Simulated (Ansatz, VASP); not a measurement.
# InAsH3 (InAs wire along [110], 4 atoms a period, H-terminated): VASP beside Ansatz, part 2 of 2

Aim: how closely do two programs agree when they are given the same cell, functional and k mesh? The cell is taken from a series of runs on this material, whose earlier steps may have relaxed, scaled, displaced or heated it; both programs get it as it stands.

VASP 6.6.1 and Ansatz 0.2.0.

So far: The structure; VASP: single point, PBE, spin-orbit coupling.

## Step 3: Ansatz: single point, PBE, spin-orbit coupling

Level of this step: Ansatz beside VASP: Kohn-Sham DFT, plane waves, PBE, spin-orbit coupling (Ansatz).

Ansatz runs on its fully relativistic PAW (standard-fr) files.

The same cell, functional, mesh and smearing now go to Ansatz, which takes its cutoff from its data sets.

The input, input.yaml:

```yaml
crystal:
  lattice:
    - [13.365, 0.0, 0.0]
    - [0.0, 11.895, 0.0]
    - [0.0, 0.0, 4.5063158597]
  atoms:
    - { symbol: H, position: [0.238663174, 0.513545426, 0.0] }
    - { symbol: In, position: [0.322914438, 0.402515396, 0.0] }
    - { symbol: As, position: [0.665945383, 0.582680221, 0.0] }
    - { symbol: H, position: [0.760929151, 0.653045259, 0.0] }
    - { symbol: H, position: [0.716111478, 0.468312808, 0.0] }
    - { symbol: As, position: [0.434510011, 0.436384225, 0.5] }
    - { symbol: H, position: [0.515181367, 0.747940596, 0.5] }
    - { symbol: H, position: [0.512365528, 0.342769448, 0.5] }
    - { symbol: In, position: [0.555125606, 0.609313967, 0.5] }
    - { symbol: H, position: [0.298153834, 0.259374182, 0.0] }
kpoints:
  mp_grid: { grid: [1, 1, 12] }
  band_path: { path: ["Γ", Z], npoints: 50 }
scf:
  occupations: { method: fermi_dirac, width: 0.05 }
hamiltonian:
  xc: pbe
  pseudopotentials: { kind: paw_fr }
magnetization:
  noncollinear: true
  spin_orbit: true
```

Launch:

```console
$ ansatz run input.yaml --threads 4 --pin off --max-ram 16384MiB --backend cpu --events-out ev --progress --plain --runs-dir out
```

Numbers of over 12 decimals in the logs are rounded to 6 here.

The program printed:

```text
Engine: ansatz 0.2.0, x86_64-unknown-linux-gnu
Pseudopotentials: kind: paw_fr
Pseudopotential: H, paw_fr, valence charge 1, recommended cutoff 420 eV (normal), H.paw.azcp#standard-fr
Pseudopotential: In, paw_fr, valence charge 13, recommended cutoff 420 eV (normal), In.paw.azcp#standard-fr
Pseudopotential: As, paw_fr, valence charge 15, recommended cutoff 420 eV (normal), As.paw.azcp#standard-fr
Functional definition: PBE
  parameter kappa = 0.804
  parameter beta = 0.066725
  exchange = pbe_x(kappa = kappa, mu = beta*pi^2/3)
  correlation = pbe_c(beta = beta)
non-collinear run that drives no moment, with spin-orbit: no starting moment large enough to seed its density (crystal.atoms[].spin), no starting occupations that ask for one, no magnetisation constraint and no magnetic field, so the semilocal B_xc is pinned to zero
Crystal: 10 atoms, lattice volume = 716.399 Å³
Basis set: ecut = 420 eV, 14029 PW (Γ)
Bands: 82, of which v1, the nominal top of the filled ones, is band 62 counted from 1 (61 counted from 0)
Symmetry: 2 space group operations + 2 with time reversal
Magnetic group: BNS 6.19 (UNI 26), of the structure as read, at distance tolerance 8.9e-5 Å
k-points: 7 of 12
Projection manifold: j_resolved (fully-relativistic pseudo-atomic orbitals)
Non-local potential: H, projectors of the file, l = 0: 2, l = 1: 2
Non-local potential: In, projectors of the file, l = 0: 2, l = 1: 4, l = 2: 4, l = 3: 4
Non-local potential: As, projectors of the file, l = 0: 2, l = 1: 4, l = 2: 6, l = 3: 2
PAW form: soft (Blöchl's): semilocal exchange-correlation on the pseudo side does not see the compensation charge
PAW one-centre angular grid: H, 110 points (default); XC on 64 Gauss nodes
PAW one-centre angular grid: In, 590 points (default); XC on 64 Gauss nodes
PAW one-centre angular grid: As, 590 points (default); XC on 64 Gauss nodes
Initial density: superposition of atomic densities (neutral atoms: chi_scale 0, normalization atom)
Initial wavefunctions: pseudopotential atomic-orbital guess
Functional: x = pbe(κ = 0.804, μ = 0.219515), c = pbe(β = 0.066725)
SCF iter   1: F=—  HF=-21007.731392 eV  |F-HF|=—  |Δ(HF+E_count)|=         —  Δρ=2.74e-2  dr2=5.83e0  dr2_m=0.00e0 (ungated)  ethr=3.10e-3  |M|=0.00e0 ∫|m|=0.00e0 μB  |m|>n=0.0e0 m-floor=0.0e0 τ_xc=0.0e0  β_m=0.30  ⟨swp⟩=7.9  Hψ=3112  notcnv=0  defer=25
preconditioner: auto → Resta (q_TF=auto, 1.815 Å⁻¹)  ε∞=1.5  [insulator: Δε(μ)=2.791 eV  Ē_g=13.305 eV  σ=0.050 eV  W_gap=1.00  n_scr=82 (ndim 8)  ℏωp=9.0 eV  f_vac=0.657  D(μ)=0.00/eV (n_scr^D=0)  ε∞_Penn≈1.5  vacuum switching on, ρ_ref=1.3e-2 e/Å³]
spin=Noncollinear: Resta preconditioning applied to the charge; magnetization (m_x, m_y, m_z) channels mix plain (no charge-response kernel on spin).
SCF iter   2: F=—  HF=-21006.428776 eV  |F-HF|=—  |Δ(HF+E_count)|=    1.30e0  Δρ=1.68e-2  dr2=2.03e0  dr2_m=0.00e0 (ungated)  ethr=3.10e-3  |M|=0.00e0 ∫|m|=0.00e0 μB  |m|>n=0.0e0 m-floor=0.0e0 τ_xc=0.0e0  β_m=0.50  ⟨swp⟩=3.0  Hψ=854  notcnv=0  defer=96
SCF iter   3: F=—  HF=-21005.791908 eV  |F-HF|=—  |Δ(HF+E_count)|=   6.37e-1  Δρ=2.68e-3  dr2=5.11e-2  dr2_m=0.00e0 (ungated)  ethr=3.10e-3  |M|=0.00e0 ∫|m|=0.00e0 μB  |m|>n=0.0e0 m-floor=0.0e0 τ_xc=0.0e0  β_m=0.54  ⟨swp⟩=3.3  Hψ=683  notcnv=0  defer=96
SCF iter   4: F=—  HF=-21005.787381 eV  |F-HF|=—  |Δ(HF+E_count)|=   4.53e-3  Δρ=8.63e-4  dr2=4.97e-3  dr2_m=0.00e0 (ungated)  ethr=8.24e-5  |M|=0.00e0 ∫|m|=0.00e0 μB  |m|>n=0.0e0 m-floor=0.0e0 τ_xc=0.0e0  β_m=0.57  ⟨swp⟩=3.4  Hψ=918  notcnv=0  defer=92
SCF iter   5: F=—  HF=-21005.787721 eV  |F-HF|=—  |Δ(HF+E_count)|=   3.40e-4  Δρ=2.99e-4  dr2=4.60e-4  dr2_m=0.00e0 (ungated)  ethr=8.02e-6  |M|=0.00e0 ∫|m|=0.00e0 μB  |m|>n=0.0e0 m-floor=0.0e0 τ_xc=0.0e0  β_m=0.63  ⟨swp⟩=2.1  Hψ=702  notcnv=0  defer=92
SCF iter   6: F=—  HF=-21005.787906 eV  |F-HF|=—  |Δ(HF+E_count)|=   1.86e-4  Δρ=6.60e-5  dr2=4.76e-5  dr2_m=0.00e0 (ungated)  ethr=7.42e-7  |M|=0.00e0 ∫|m|=0.00e0 μB  |m|>n=0.0e0 m-floor=0.0e0 τ_xc=0.0e0  β_m=0.63  ⟨swp⟩=2.1  Hψ=834  notcnv=0  defer=92
SCF iter   7: F=—  HF=-21005.787929 eV  |F-HF|=—  |Δ(HF+E_count)|=   2.24e-5  Δρ=2.24e-5  dr2=5.74e-6  dr2_m=0.00e0 (ungated)  ethr=7.68e-8  |M|=0.00e0 ∫|m|=0.00e0 μB  |m|>n=0.0e0 m-floor=0.0e0 τ_xc=0.0e0  β_m=0.59  ⟨swp⟩=2.1  Hψ=839  notcnv=0  defer=92
SCF iter   8: F=—  HF=-21005.787929 eV  |F-HF|=—  |Δ(HF+E_count)|=   1.31e-7  Δρ=6.52e-6  dr2=2.96e-7  dr2_m=0.00e0 (ungated)  ethr=9.26e-9  |M|=0.00e0 ∫|m|=0.00e0 μB  |m|>n=0.0e0 m-floor=0.0e0 τ_xc=0.0e0  β_m=0.63  ⟨swp⟩=2.7  Hψ=832  notcnv=0  defer=92
SCF iter   9: F=-21005.787929 eV  HF=-21005.787929 eV  |F-HF|=1.59e-8  |Δ(HF+E_count)|=   2.78e-7  Δρ=1.93e-6  dr2=3.29e-8  dr2_m=0.00e0 (ungated)  ethr=1.61e-10  |M|=0.00e0 ∫|m|=0.00e0 μB  |m|>n=0.0e0 m-floor=0.0e0 τ_xc=0.0e0  ⟨swp⟩=16.3  Hψ=3426  notcnv=0
SCF 1 converged in 9 iterations: F = -21005.787929 eV  dr2 = 3.29e-8
  greatest PAW one-centre occupation: 0.999 electrons in one spin orbital (limit 2), on the As atom at site 2 (counted from 0), in its partial waves of l = 2
NSCF: frozen V_eff on 51 k-points
SCF converged after 9 iterations
Magnetization: |M| = 0.0000 μB,  M = (+0.0000, +0.0000, +0.0000) μB
Absolute magnetization: 0.0000 μB (∫|m|)
  site 0: m = (+0.0000, +0.0000, +0.0000) μB, |m| = 0.0000 μB  (R = 0.72 Å)
  site 1: m = (+0.0000, +0.0000, +0.0000) μB, |m| = 0.0000 μB  (R = 0.72 Å)
  site 2: m = (+0.0000, +0.0000, +0.0000) μB, |m| = 0.0000 μB  (R = 0.63 Å)
  site 3: m = (+0.0000, +0.0000, +0.0000) μB, |m| = 0.0000 μB  (R = 0.63 Å)
  site 4: m = (+0.0000, +0.0000, +0.0000) μB, |m| = 0.0000 μB  (R = 0.63 Å)
  site 5: m = (+0.0000, +0.0000, +0.0000) μB, |m| = 0.0000 μB  (R = 0.63 Å)
  site 6: m = (+0.0000, +0.0000, +0.0000) μB, |m| = 0.0000 μB  (R = 0.71 Å)
  site 7: m = (+0.0000, +0.0000, +0.0000) μB, |m| = 0.0000 μB  (R = 0.63 Å)
  site 8: m = (+0.0000, +0.0000, +0.0000) μB, |m| = 0.0000 μB  (R = 0.71 Å)
  site 9: m = (+0.0000, +0.0000, +0.0000) μB, |m| = 0.0000 μB  (R = 0.72 Å)
Free energy (F): -21005.787929 eV
Harris-Foulkes:  -21005.787929 eV  (|F-HF|=1.59e-8)
Internal energy: -21005.787929 eV  (E = F + TS)
E sigma→0 (E₀):  -21005.787929 eV
Fermi energy:    -2.224393 eV
--- Per-component energies (eV) ---
  E_band       = -1257.052381
  E_kinetic    = 767.765380
  E_local      = -19227.739958  (includes V_loc(G=0)·N_el)
  E_nonlocal   = -596.692381
  E_hartree    = 9185.455523
  E_xc         = -638.656090
  E_vxc        = -420.717118  (∫ρ·V_xc dr)
  E_paw        = -11990.302726  (= ΣΔE_a)
  E_vpaw       = -150.562014  (= ΣTr[D̂ρ^β])
  E_aug_tail   = -0.006846  (compensation charges beyond the density's cutoff)
  E_ewald      = 1494.389168
  E_smearing   = -0.000000  (= −TS)
  E_closure    = -0.000000  (closes the sum)
  Σ components = -21005.787929   (vs F -21005.787929, Δ=0.00e0)
--- Band table (eV; the first three rows and the last of 7) ---
  k-point 0: bands = [... 58 lower, -4.1505, -4.1505, -3.3983, -3.3983, -1.0662, -1.0662, -0.4710, -0.4710, ... 16 higher]
  k-point 1: bands = [... 58 lower, -4.1795, -4.1363, -3.5704, -3.4519, -0.8339, -0.7884, -0.2380, -0.1832, ... 16 higher]
  k-point 2: bands = [... 58 lower, -4.3539, -4.2760, -3.7489, -3.6155, -0.3317, -0.2749, 0.2967, 0.3728, ... 16 higher]
  k-point 6: bands = [... 58 lower, -4.6018, -4.6018, -4.2507, -4.2507, 0.0620, 0.0620, 0.1425, 0.1425, ... 16 higher]
```

## Step 4: Side by side

Known differences besides the potentials themselves: spin-orbit coupling enters by fully relativistic files in Ansatz and inside the spheres in VASP; the data sets hold 62 valence electrons in Ansatz (on its fully relativistic PAW (standard-fr) files) and 42 in VASP; the cutoff is 420 eV in Ansatz and 400 eV in VASP. Total energies have different zeros and are not compared.

The two programs side by side:

```tsv
quantity	Ansatz	VASP	difference
gap on the k mesh (eV)	2.332	2.329	+0.003
```

A gap on the mesh is an upper bound, since the band edges may lie between its points.

## Step 5: What came out

```json
{
 "difference in gap on the k mesh (single point, PBE, spin-orbit coupling)": "0.0033 eV"
}
```

In words: The difference in gap on the k mesh is 0.0033 eV (single point, PBE, spin-orbit coupling), within the 0.08 eV picked in this series as the mark of a large difference. The data sets hold unlike numbers of valence electrons (62 in Ansatz and 42 in VASP), so part of the differences comes from the potentials. How closely two codes agree says nothing of how well the functional describes the real material.

[Lines on the potential files, build, host, timing and source positions are cut from VASP's logs without a mark.]

[Logs are printed without paths, hosts, clocks, repeated set-up lines and the standing remarks that a program may print on its own settings, such as how far it seeks lower states.]

[Hosts, paths, dates, database ids (printed as entryN), source tags and the programs' standing remarks are cut or masked in the printed files.]
